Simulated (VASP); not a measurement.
A run of VASP 6.6.1 is set up as follows.

Contents of INCAR:

```
SYSTEM = SnSe
PREC     = Accurate       ! precision mode
ENCUT    = 520            ! plane-wave cutoff, eV
EDIFF    = 1E-6           ! SCF threshold, eV
ISMEAR   = 0              ! smearing method
SIGMA    = 0.02           ! smearing width, eV
LREAL    = .False.        ! projectors in reciprocal space
LASPH    = .True.         ! aspherical terms in the spheres
NELM     = 100            ! most SCF steps
ALGO     = Normal         ! electronic algorithm
ISIF     = 2              ! what is computed and relaxed
LWAVE    = .False.        ! write WAVECAR
LCHARG   = .False.        ! write CHGCAR
GGA      = PE             ! functional
IVDW     = 12             ! dispersion correction
NBANDS   = 17             ! bands
```

Contents of KPOINTS:

```
Automatic mesh
0
Gamma
  10 10 10
  0 0 0
```

POSCAR

```
SnSe
1.0
    0.0000000000      2.9887688529      2.9887688529
    2.9887688529      0.0000000000      2.9887688529
    2.9887688529      2.9887688529      0.0000000000
Sn Se
1 1
Direct
    0.0000000000      0.0000000000      0.0000000000
    0.5000000000      0.5000000000      0.5000000000
```

Potentials or basis: VASP PAW PBE potentials, release 64 (Sn_d, Se).

The run is started by

```console
$ cat potpaw_PBE.64/Sn_d/POTCAR potpaw_PBE.64/Se/POTCAR > POTCAR
$ mpirun -np 1 vasp_std > vasp.out
```

Q: Estimate the pressure.

A: 0.0 GPa.

Q: Predict the band gap on the k mesh.

A: 0.52 eV, indirect (least direct gap 0.64 eV).

Caveat: spin-orbit coupling is left out, which moves the levels of the heavy elements. A k mesh can miss the band edges.
